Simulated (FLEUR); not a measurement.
# Fe (Im-3m) in FLEUR: notebook

Runs on Fe. Level: r2SCAN. Tasks: band structure, equation of state.

Everything below comes from runs of FLEUR MaX-R8.1 (later development tree). Logs are shortened: lines on timing, memory, paths and dates and some standing lists are left out, and cuts for length are marked.

**Measured values to compare with.**

“Pressure Induced Densification and Compression in a Reprocessed Borosilicate Glass”, 2018, pmc:5793612 quotes, for a bulk crystal of Fe: bulk modulus 166.4 GPa.

The runs below are set against these values where they give the same quantity.

### 1 The crystal as given

The structure is cubic, space group Im-3m (No. 229). The conventional cell has a = 2.886 Å, b = 2.886 Å, c = 2.886 Å, α = 90.00°, β = 90.00°, γ = 90.00°. Fe (site symmetry m-3m) is surrounded by 8 Fe at 2.50 Å.

### 2 Band structure, r2SCAN, collinear spin, ferromagnetic start

Contents of inp.xml:

```xml
<?xml version="1.0" encoding="UTF-8" standalone="no"?>
<fleurInput fleurInputVersion="0.39">
   <comment>
      Fe                                                                                                  
   </comment>
   <calculationSetup>
      <cutoffs Kmax="4.47" Gmax="13.9" GmaxXC="13.9" numbands="0"/>
      <scfLoop itmax="80" minDistance="0.0001" maxIterBroyd="30" imix="Anderson" alpha="0.05" precondParam="0.0" spinf="2.0" sdNocoIR="T"/>
      <coreElectrons ctail="F" frcor="F" kcrel="0" coretail_lmax="0"/>
      <xcFunctional name="LibXC" relativisticCorrections="F">
         <LibXCName exchange="mgga_x_r2scan" correlation="mgga_c_r2scan"/>
         <AuxGGA exchange="117" correlation="130"/>
      </xcFunctional>
      <magnetism jspins="2"/>
      <soc l_soc="F" theta="0.0" phi="0.0" spav="F"/>
      <expertModes spex="0" secvar="F"/>
      <geometryOptimization l_f="F" forcealpha="1.0" forcemix="BFGS" epsdisp="0.00001" epsforce="0.00001"/>
      <ldaU l_linMix="F" mixParam="0.05" spinf="1.0"/>
   </calculationSetup>
   <cell>
      <bzIntegration valenceElectrons="16.0" mode="hist" fermiSmearingEnergy="0.00183747">
         <kPointListSelection listName="default-1"/>
         <!-- k-points included here -->
         <xi:include xmlns:xi="http://www.w3.org/2001/XInclude" href="kpts.xml"> </xi:include>
      </bzIntegration>
      <!-- symmetry operations included here -->
      <xi:include xmlns:xi="http://www.w3.org/2001/XInclude" href="sym.xml"> </xi:include>
      <bulkLattice scale="1.0">
         <bravaisMatrix>
            <row-1>   -2.7268747977977998     2.7268747977977998     2.7268747977977998</row-1>
            <row-2>    2.7268747977977998    -2.7268747977977998     2.7268747977977998</row-2>
            <row-3>    2.7268747977977998     2.7268747977977998    -2.7268747977977998</row-3>
         </bravaisMatrix>
      </bulkLattice>
   </cell>
   <atomSpecies>
      <species name="Iron (Fe) 3.000" element="Fe" atomicNumber="26">
         <mtSphere radius="2.19" gridPoints="725" logIncrement="0.017"/>
         <atomicCutoffs lmax="9" lnonsphr="9"/>
         <electronConfig flipSpins="F">
            <coreConfig>(1s1/2) (2s1/2) (2p1/2) (2p3/2)</coreConfig>
            <valenceConfig>(3s1/2) (3p1/2) (3p3/2) (4s1/2) (3d3/2) (3d5/2)</valenceConfig>
            <stateOccupation state="(3d3/2)" spinUp="1.5" spinDown="0.9"/>
            <stateOccupation state="(3d5/2)" spinUp="3.0" spinDown="0.6"/>
         </electronConfig>
         <energyParameters s="4" p="4" d="3" f="4"/>
         <lo type="SCLO" l="0" n="3" eDeriv="0"/>
         <lo type="SCLO" l="1" n="3" eDeriv="0"/>
         <lo type="SCLO" l="1" n="3" eDeriv="1"/>
         <lo type="SCLO" l="2" n="3" eDeriv="2"/>
         <lo type="SCLO" l="3" n="4" eDeriv="2"/>
      </species>
   </atomSpecies>
   <atomGroups>
      <atomGroup species="Iron (Fe) 3.000">
         <relPos label="                   1">.0000000000 .0000000000 .0000000000</relPos>
         <force calculate="T" relaxXYZ="TTT"/>
      </atomGroup>
   </atomGroups>
   <output dos="F" band="F" slice="F">
      <checks vchk="F" cdinf="F"/>
      <bandDOS minEnergy="-.5*Htr" maxEnergy="0.5*Htr" sigma="0.015" storeEVData="T"/>
      <vacuumDOS vacdos="F" integ="F" star="F" nstars="0" locx1="0.0" locy1="0.0" locx2="0.0" locy2="0.0" nstm="0" tworkf="0.0"/>
      <unfoldingBand unfoldBand="F" supercellX="1" supercellY="1" supercellZ="1"/>
      <plotting iplot="0" polar="F">
         <plot TwoD="T" vec1="  1.0  0.0  0.0" vec2="  0.0  1.0  0.0" vec3="  0.0  0.0  1.0" zero="  0.0  0.0  0.0" file="plot"/>
      </plotting>
      <chargeDensitySlicing numkpt="0" minEigenval="0.0" maxEigenval="0.0" nnne="0" pallst="F"/>
      <specialOutput eonly="F"/>
      <moessbauerParams electricFieldGradient="T" isomerShift="T" coreHyperfine="T" valenceHyperfine="T"/>
      <magneticCircularDichroism mcd="F" energyLo="-10.0" energyUp="0.0"/>
   </output>
  <!-- We include the file relax.xml here to enable relaxations (see documentation) -->
  <xi:include xmlns:xi="http://www.w3.org/2001/XInclude" href="relax.xml"> <xi:fallback/> </xi:include>
</fleurInput>
```

Contents of crystal.txt:

```
Fe
&input cartesian=F /
-1.4430000000  1.4430000000  1.4430000000
1.4430000000  -1.4430000000  1.4430000000
1.4430000000  1.4430000000  -1.4430000000
1.8897261246
1.0 1.0 1.0

1
26 0.0000000000  0.0000000000  0.0000000000 : 3.000

&kpt div1=13 div2=13 div3=13 gamma=T /
```

Contents of inp.xml (bands):

```
<?xml version="1.0" encoding="UTF-8" standalone="no"?>
<fleurInput fleurInputVersion="0.39">
   <comment>
      Fe                                                                                                  
   </comment>
   <calculationSetup>
      <cutoffs Kmax="4.47" Gmax="13.9" GmaxXC="13.9" numbands="0"/>
      <scfLoop itmax="80" minDistance="0.0001" maxIterBroyd="30" imix="Anderson" alpha="0.05" precondParam="0.0" spinf="2.0" sdNocoIR="T"/>
      <coreElectrons ctail="F" frcor="F" kcrel="0" coretail_lmax="0"/>
      <xcFunctional name="LibXC" relativisticCorrections="F">
         <LibXCName exchange="mgga_x_r2scan" correlation="mgga_c_r2scan"/>
         <AuxGGA exchange="117" correlation="130"/>
      </xcFunctional>
      <magnetism jspins="2"/>
      <soc l_soc="F" theta="0.0" phi="0.0" spav="F"/>
      <expertModes spex="0" secvar="F"/>
      <geometryOptimization l_f="F" forcealpha="1.0" forcemix="BFGS" epsdisp="0.00001" epsforce="0.00001"/>
      <ldaU l_linMix="F" mixParam="0.05" spinf="1.0"/>
   </calculationSetup>
   <cell>
      <bzIntegration valenceElectrons="16.0" mode="hist" fermiSmearingEnergy="0.00183747">
         <kPointListSelection listName="path-1"/>
         <!-- k-points included here -->
         <xi:include xmlns:xi="http://www.w3.org/2001/XInclude" href="kpts.xml"> </xi:include>
      </bzIntegration>
      <!-- symmetry operations included here -->
      <xi:include xmlns:xi="http://www.w3.org/2001/XInclude" href="sym.xml"> </xi:include>
      <bulkLattice scale="1.0">
         <bravaisMatrix>
            <row-1>   -2.7268747977977998     2.7268747977977998     2.7268747977977998</row-1>
            <row-2>    2.7268747977977998    -2.7268747977977998     2.7268747977977998</row-2>
            <row-3>    2.7268747977977998     2.7268747977977998    -2.7268747977977998</row-3>
         </bravaisMatrix>
      </bulkLattice>
   </cell>
   <atomSpecies>
      <species name="Iron (Fe) 3.000" element="Fe" atomicNumber="26">
         <mtSphere radius="2.19" gridPoints="725" logIncrement="0.017"/>
         <atomicCutoffs lmax="9" lnonsphr="9"/>
         <electronConfig flipSpins="F">
            <coreConfig>(1s1/2) (2s1/2) (2p1/2) (2p3/2)</coreConfig>
            <valenceConfig>(3s1/2) (3p1/2) (3p3/2) (4s1/2) (3d3/2) (3d5/2)</valenceConfig>
            <stateOccupation state="(3d3/2)" spinUp="1.5" spinDown="0.9"/>
            <stateOccupation state="(3d5/2)" spinUp="3.0" spinDown="0.6"/>
         </electronConfig>
         <energyParameters s="4" p="4" d="3" f="4"/>
         <lo type="SCLO" l="0" n="3" eDeriv="0"/>
         <lo type="SCLO" l="1" n="3" eDeriv="0"/>
         <lo type="SCLO" l="1" n="3" eDeriv="1"/>
         <lo type="SCLO" l="2" n="3" eDeriv="2"/>
         <lo type="SCLO" l="3" n="4" eDeriv="2"/>
      </species>
   </atomSpecies>
   <atomGroups>
      <atomGroup species="Iron (Fe) 3.000">
         <relPos label="                   1">.0000000000 .0000000000 .0000000000</relPos>
         <force calculate="T" relaxXYZ="TTT"/>
      </atomGroup>
   </atomGroups>
   <output dos="F" band="T" slice="F">
      <checks vchk="F" cdinf="F"/>
      <bandDOS minEnergy="-.5*Htr" maxEnergy="0.5*Htr" sigma="0.015" storeEVData="T"/>
      <vacuumDOS vacdos="F" integ="F" star="F" nstars="0" locx1="0.0" locy1="0.0" locx2="0.0" locy2="0.0" nstm="0" tworkf="0.0"/>
      <unfoldingBand unfoldBand="F" supercellX="1" supercellY="1" supercellZ="1"/>
      <plotting iplot="0" polar="F">
         <plot TwoD="T" vec1="  1.0  0.0  0.0" vec2="  0.0  1.0  0.0" vec3="  0.0  0.0  1.0" zero="  0.0  0.0  0.0" file="plot"/>
      </plotting>
      <chargeDensitySlicing numkpt="0" minEigenval="0.0" maxEigenval="0.0" nnne="0" pallst="F"/>
      <specialOutput eonly="F"/>
      <moessbauerParams electricFieldGradient="T" isomerShift="T" coreHyperfine="T" valenceHyperfine="T"/>
      <magneticCircularDichroism mcd="F" energyLo="-10.0" energyUp="0.0"/>
   </output>
  <!-- We include the file relax.xml here to enable relaxations (see documentation) -->
  <xi:include xmlns:xi="http://www.w3.org/2001/XInclude" href="relax.xml"> <xi:fallback/> </xi:include>
</fleurInput>
```

Potentials or basis: all-electron, FLAPW.

The run is started by

```bash
$ inpgen -f crystal.txt -profile fastHighL
$ # inp.xml edited to the form shown
$ fleur_MPI
$ fleur_MPI   # second run, on inp.xml (bands)
```

What it wrote:

```text
Welcome to FLEUR        (www.flapw.de)
      MaX-Release 8.1          (www.max-centre.eu)
 func_ids         498         497         498         497
 MetaGGA potential functional detected - V_tau will be computed
 Auxiliary Potential for radial basis: exchange=         117  correlation=         130
The functional 'Re-regularized SCAN exchange by Furness et al' is an exchange functional, it belongs to the 'MGGA' family and is defined in the reference(s):
[1] J. W. Furness, A. D. Kaplan, J. Ning, J. P. Perdew, and J. Sun.,  J. Phys. Chem. Lett. 11, 8208-8215 (2020)
[2] J. W. Furness, A. D. Kaplan, J. Ning, J. P. Perdew, and J. Sun.,  J. Phys. Chem. Lett. 11, 9248-9248 (2020)
The functional 'Re-regularized SCAN correlation by Furness et al' is a correlation functional, it belongs to the 'MGGA' family and is defined in the reference(s):
[1] J. W. Furness, A. D. Kaplan, J. Ning, J. P. Perdew, and J. Sun.,  J. Phys. Chem. Lett. 11, 8208-8215 (2020)
[2] J. W. Furness, A. D. Kaplan, J. Ning, J. P. Perdew, and J. Sun.,  J. Phys. Chem. Lett. 11, 9248-9248 (2020)
 Using same functional for VXC and EXC

 ========== k-point set info ==========
 Selected k-point list: default-1
 k-point list type: mesh
 13 x 13 x 13
 Number of k points: 84

 ------------Calculation Setup---------------------------
 Number of MPI-tasks      :            1
 Number of PE/node        :            1
 Number of OMP-threads    :            1
 Most efficient MPI parallelization for:
           1           2           3           4           6           7          12          14          21          28          42          84
 Additional eigenvalue parallelization possible
 Number of basis functions:          171
 Approximate size of matrices (H+S) per k-point:         0.000 GB
 --------------------------------------------------------
The functional 'Hammer, Hansen, and Norskov' is an exchange functional, it belongs to the 'GGA' family and is defined in the reference(s):
[1] B. Hammer, L. B. Hansen, and J. K. Nørskov.,  Phys. Rev. B 59, 7413 (1999)
The functional 'Perdew, Burke & Ernzerhof' is a correlation functional, it belongs to the 'GGA' family and is defined in the reference(s):
[1] J. P. Perdew, K. Burke, and M. Ernzerhof.,  Phys. Rev. Lett. 77, 3865 (1996)
[2] J. P. Perdew, K. Burke, and M. Ernzerhof.,  Phys. Rev. Lett. 78, 1396 (1997)
 Using same functional for VXC and EXC
 Using auxiliary GGA potential for the first iteration of MetaGGA calculation.
 Reset of history
 Reset of history
 Iteration:     1   Distance:      27.12473234 me/bohr^3
The functional 'Hammer, Hansen, and Norskov' is an exchange functional, it belongs to the 'GGA' family and is defined in the reference(s):
[1] B. Hammer, L. B. Hansen, and J. K. Nørskov.,  Phys. Rev. B 59, 7413 (1999)
The functional 'Perdew, Burke & Ernzerhof' is a correlation functional, it belongs to the 'GGA' family and is defined in the reference(s):
[1] J. P. Perdew, K. Burke, and M. Ernzerhof.,  Phys. Rev. Lett. 77, 3865 (1996)
[2] J. P. Perdew, K. Burke, and M. Ernzerhof.,  Phys. Rev. Lett. 78, 1396 (1997)
 Using same functional for VXC and EXC
 Iteration:     2   Distance:      25.64230547 me/bohr^3
The functional 'Hammer, Hansen, and Norskov' is an exchange functional, it belongs to the 'GGA' family and is defined in the reference(s):
[1] B. Hammer, L. B. Hansen, and J. K. Nørskov.,  Phys. Rev. B 59, 7413 (1999)
The functional 'Perdew, Burke & Ernzerhof' is a correlation functional, it belongs to the 'GGA' family and is defined in the reference(s):
[1] J. P. Perdew, K. Burke, and M. Ernzerhof.,  Phys. Rev. Lett. 77, 3865 (1996)
[2] J. P. Perdew, K. Burke, and M. Ernzerhof.,  Phys. Rev. Lett. 78, 1396 (1997)
 Using same functional for VXC and EXC
 Iteration:     3   Distance:      24.23523761 me/bohr^3
The functional 'Hammer, Hansen, and Norskov' is an exchange functional, it belongs to the 'GGA' family and is defined in the reference(s):
[1] B. Hammer, L. B. Hansen, and J. K. Nørskov.,  Phys. Rev. B 59, 7413 (1999)
The functional 'Perdew, Burke & Ernzerhof' is a correlation functional, it belongs to the 'GGA' family and is defined in the reference(s):
[1] J. P. Perdew, K. Burke, and M. Ernzerhof.,  Phys. Rev. Lett. 77, 3865 (1996)
[2] J. P. Perdew, K. Burke, and M. Ernzerhof.,  Phys. Rev. Lett. 78, 1396 (1997)
 Using same functional for VXC and EXC
 Iteration:     4   Distance:       8.44874664 me/bohr^3
The functional 'Hammer, Hansen, and Norskov' is an exchange functional, it belongs to the 'GGA' family and is defined in the reference(s):
[1] B. Hammer, L. B. Hansen, and J. K. Nørskov.,  Phys. Rev. B 59, 7413 (1999)
The functional 'Perdew, Burke & Ernzerhof' is a correlation functional, it belongs to the 'GGA' family and is defined in the reference(s):
[1] J. P. Perdew, K. Burke, and M. Ernzerhof.,  Phys. Rev. Lett. 77, 3865 (1996)
[2] J. P. Perdew, K. Burke, and M. Ernzerhof.,  Phys. Rev. Lett. 78, 1396 (1997)
 Using same functional for VXC and EXC
 Iteration:     5   Distance:       4.09197472 me/bohr^3
The functional 'Hammer, Hansen, and Norskov' is an exchange functional, it belongs to the 'GGA' family and is defined in the reference(s):
[... 60 lines left out ...]
 Using same functional for VXC and EXC
 Iteration:    14   Distance:       0.00303437 me/bohr^3
The functional 'Hammer, Hansen, and Norskov' is an exchange functional, it belongs to the 'GGA' family and is defined in the reference(s):
[1] B. Hammer, L. B. Hansen, and J. K. Nørskov.,  Phys. Rev. B 59, 7413 (1999)
The functional 'Perdew, Burke & Ernzerhof' is a correlation functional, it belongs to the 'GGA' family and is defined in the reference(s):
[1] J. P. Perdew, K. Burke, and M. Ernzerhof.,  Phys. Rev. Lett. 77, 3865 (1996)
[2] J. P. Perdew, K. Burke, and M. Ernzerhof.,  Phys. Rev. Lett. 78, 1396 (1997)
 Using same functional for VXC and EXC
 Iteration:    15   Distance:       0.00208532 me/bohr^3
The functional 'Hammer, Hansen, and Norskov' is an exchange functional, it belongs to the 'GGA' family and is defined in the reference(s):
[1] B. Hammer, L. B. Hansen, and J. K. Nørskov.,  Phys. Rev. B 59, 7413 (1999)
The functional 'Perdew, Burke & Ernzerhof' is a correlation functional, it belongs to the 'GGA' family and is defined in the reference(s):
[1] J. P. Perdew, K. Burke, and M. Ernzerhof.,  Phys. Rev. Lett. 77, 3865 (1996)
[2] J. P. Perdew, K. Burke, and M. Ernzerhof.,  Phys. Rev. Lett. 78, 1396 (1997)
 Using same functional for VXC and EXC
 Iteration:    16   Distance:       0.00067341 me/bohr^3
The functional 'Hammer, Hansen, and Norskov' is an exchange functional, it belongs to the 'GGA' family and is defined in the reference(s):
[1] B. Hammer, L. B. Hansen, and J. K. Nørskov.,  Phys. Rev. B 59, 7413 (1999)
The functional 'Perdew, Burke & Ernzerhof' is a correlation functional, it belongs to the 'GGA' family and is defined in the reference(s):
[1] J. P. Perdew, K. Burke, and M. Ernzerhof.,  Phys. Rev. Lett. 77, 3865 (1996)
[2] J. P. Perdew, K. Burke, and M. Ernzerhof.,  Phys. Rev. Lett. 78, 1396 (1997)
 Using same functional for VXC and EXC
 Iteration:    17   Distance:       0.00005014 me/bohr^3

 ********************************************************************
 Run finished successfully
 Stop message:
   all done
 ********************************************************************
```

It took 42 s on 1 thread of Intel Xeon Platinum 8488C (Sapphire Rapids), shared host; peak memory 0.1 GiB.

Results:

```yaml
Free_energy: -34638.8445 eV
Band_gap_along_the_path: none (metal or under the smearing width)
Net_moment: 2.65 μB per cell
Site_moments: Fe +2.82 μB
Valence_electrons_inside_the_program's_atomic_spheres: Fe 14.54 (radii Fe 2.19 bohr)
```

Levels at the corners of the path, in eV from the Fermi level:
Spin up:
```csv
point,band 6,band 7,band 8,band 9,band 10,band 11,band 12,band 13
Γ,-3.07,-3.07,-3.07,-1.92,-1.92,24.73,24.73,24.73
H,-5.26,-0.84,-0.84,-0.84,9.62,9.62,9.62,15.29
N,-4.04,-1.87,-1.76,-0.60,0.47,6.64,18.22,19.60
Γ,-3.07,-3.07,-3.07,-1.92,-1.92,24.73,24.73,24.73
P,-3.80,-3.80,-1.73,-1.73,8.23,8.23,8.23,10.17
H,-5.26,-0.84,-0.84,-0.84,9.62,9.62,9.62,15.29
P,-3.80,-3.80,-1.73,-1.73,8.23,8.23,8.23,10.17
N,-4.04,-1.87,-1.76,-0.60,0.47,6.64,18.22,19.60
```
Spin down:
| point | band 3 | band 4 | band 5 | band 6 | band 7 | band 8 | band 9 | band 10 | band 11 | band 12 |
| --- | --- | --- | --- | --- | --- | --- | --- | --- | --- | --- |
| Γ | -52.34 | -52.34 | -9.18 | 0.37 | 0.37 | 0.37 | 2.60 | 2.60 | 24.37 | 24.37 |
| H | -52.63 | -52.63 | -2.60 | -2.60 | 3.08 | 3.08 | 3.08 | 9.94 | 9.94 | 9.94 |
| N | -52.47 | -52.34 | -3.50 | -1.03 | -0.19 | 2.41 | 2.88 | 3.39 | 8.95 | 18.12 |
| Γ | -52.34 | -52.34 | -9.18 | 0.37 | 0.37 | 0.37 | 2.60 | 2.60 | 24.37 | 24.37 |
| P | -52.54 | -52.54 | -1.60 | -1.60 | -1.60 | 2.93 | 2.93 | 9.45 | 9.45 | 9.45 |
| H | -52.63 | -52.63 | -2.60 | -2.60 | 3.08 | 3.08 | 3.08 | 9.94 | 9.94 | 9.94 |
| P | -52.54 | -52.54 | -1.60 | -1.60 | -1.60 | 2.93 | 2.93 | 9.45 | 9.45 | 9.45 |
| N | -52.47 | -52.34 | -3.50 | -1.03 | -0.19 | 2.41 | 2.88 | 3.39 | 8.95 | 18.12 |

Core levels (eV from the Fermi level):
```tsv
atom	levels
1 Fe	1s1/2 -6991.0, 2s1/2 -813.0, 2p1/2 -699.6, 2p3/2 -687.2
```

Caveat: the meta-GGA is that of a development version, with a GGA for the radial functions and cores and without core tails.

### 3 Equation of state, r2SCAN, collinear spin, ferromagnetic start, 11.30 Å³/atom (volume scaled by 0.94)

Changes to inp.xml since step 2:

```diff
@@ -6,3 +6,3 @@
    <calculationSetup>
-      <cutoffs Kmax="4.47" Gmax="13.9" GmaxXC="13.9" numbands="0"/>
+      <cutoffs Kmax="4.58" Gmax="14.2" GmaxXC="14.2" numbands="0"/>
       <scfLoop itmax="80" minDistance="0.0001" maxIterBroyd="30" imix="Anderson" alpha="0.05" precondParam="0.0" spinf="2.0" sdNocoIR="T"/>
@@ -27,3 +27,3 @@
       <xi:include xmlns:xi="http://www.w3.org/2001/XInclude" href="sym.xml"> </xi:include>
-      <bulkLattice scale="1.0">
+      <bulkLattice scale="0.9795861087">
          <bravaisMatrix>
@@ -37,3 +37,3 @@
       <species name="Iron (Fe) 3.000" element="Fe" atomicNumber="26">
-         <mtSphere radius="2.19" gridPoints="725" logIncrement="0.017"/>
+         <mtSphere radius="2.14" gridPoints="725" logIncrement="0.017"/>
          <atomicCutoffs lmax="9" lnonsphr="9"/>
```

Potentials or basis: all-electron, FLAPW.

The run is started by

```bash
$ inpgen -f crystal.txt -profile fastHighL
$ # inp.xml edited to the form shown
$ fleur_MPI
```

It took 40 s on 1 thread of Intel Xeon Platinum 8488C (Sapphire Rapids), shared host; peak memory 0.1 GiB.

The run converged. Its results:

| Property | Result |
| --- | --- |
| Free energy | -34638.8345 eV |
| Band gap on the k mesh | none (metal or under the smearing width) |
| Net moment | 2.64 μB per cell |
| Site moments | Fe +2.79 μB |
| Valence electrons inside the program's atomic spheres | Fe 14.48 (radii Fe 2.14 bohr) |

Caveat: the meta-GGA is that of a development version, with a GGA for the radial functions and cores and without core tails.

### 4 Equation of state, r2SCAN, collinear spin, ferromagnetic start, 11.54 Å³/atom (volume scaled by 0.96)

Changes to inp.xml since step 3:

```diff
@@ -27,3 +27,3 @@
       <xi:include xmlns:xi="http://www.w3.org/2001/XInclude" href="sym.xml"> </xi:include>
-      <bulkLattice scale="0.9795861087">
+      <bulkLattice scale="0.9864848297">
          <bravaisMatrix>
```

The run is started by

```bash
$ inpgen -f crystal.txt -profile fastHighL
$ # inp.xml edited to the form shown
$ fleur_MPI
```

It took 40 s on 1 thread of Intel Xeon Platinum 8488C (Sapphire Rapids), shared host; peak memory 0.11 GiB.

Results (log left out):

- Free energy: -34638.8446 eV
- Band gap on the k mesh: none (metal or under the smearing width)
- Net moment: 2.65 μB per cell
- Site moments: Fe +2.80 μB
- Valence electrons inside the program's atomic spheres: Fe 14.45 (radii Fe 2.14 bohr)

Caveat: the meta-GGA is that of a development version, with a GGA for the radial functions and cores and without core tails.

[end of part 1 of 2]
